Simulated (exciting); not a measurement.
A run of exciting (release sodium):

run_exciting.py

```python
import subprocess
import xml.etree.ElementTree as ET
from ase.io import read
from ase.units import Bohr

atoms = read("POSCAR")
rmt = {'Bi': 2.3}  # bohr
tasks = """
<groundstate do="fromscratch" ngridk="4 4 4" rgkmax="9" gmaxvr="14" lmaxapw="10" lmaxmat="10" lmaxvr="8" stype="Methfessel-Paxton 1" swidth="0.00183747" nempty="20" ValenceRelativity="iora*" epsengy="1e-05" epspot="1e-05" maxscl="60" tforce="true" outputlevel="normal">
  <libxc exchange="XC_GGA_X_B86_MGC" correlation="XC_GGA_C_PBE"/>
  <spin spinorb="true"/>
</groundstate>
"""

root = ET.Element("input")
ET.SubElement(root, "title").text = "Bi"
structure = ET.SubElement(root, "structure", speciespath="./", tshift="false")
crystal = ET.SubElement(structure, "crystal", scale="1.0")
for vector in atoms.cell / Bohr:
    ET.SubElement(crystal, "basevect").text = " ".join(f"{x:.12f}" for x in vector)
symbols = atoms.get_chemical_symbols()
for element in dict.fromkeys(symbols):
    species = ET.SubElement(structure, "species", speciesfile=element + ".xml", rmt=str(rmt[element]))
    for symbol, position in zip(symbols, atoms.get_scaled_positions(wrap=False)):
        if symbol == element:
            ET.SubElement(species, "atom", coord=" ".join(f"{x:.12f}" for x in position))
root.extend(ET.fromstring("<tasks>" + tasks + "</tasks>"))
ET.indent(root)
ET.ElementTree(root).write("input.xml")
subprocess.run(["exciting_smp"], check=True)
```

File POSCAR:

```
Bi
1.0
    2.2675000000      1.3091417354      3.9380000000
   -2.2675000000      1.3091417354      3.9380000000
    0.0000000000     -2.6182834708      3.9380000000
Bi
2
Direct
    0.7660000000      0.7660000000      0.7660000000
    0.2340000000      0.2340000000      0.2340000000
```

Potentials or basis: all-electron LAPW+lo, shipped species files, valence relativity iora*.

Launch:

```bash
$ OMP_NUM_THREADS=1 python run_exciting.py
```

Hardware: 1 thread of Arm Neoverse V1, with other jobs on the host.

Problem. How long does it take, and how much memory?

Solution. It took 2.2 min on 1 thread of Arm Neoverse V1 (shared host), peak memory 0.22 GiB. Counts: scf iterations 13, plane waves 496.
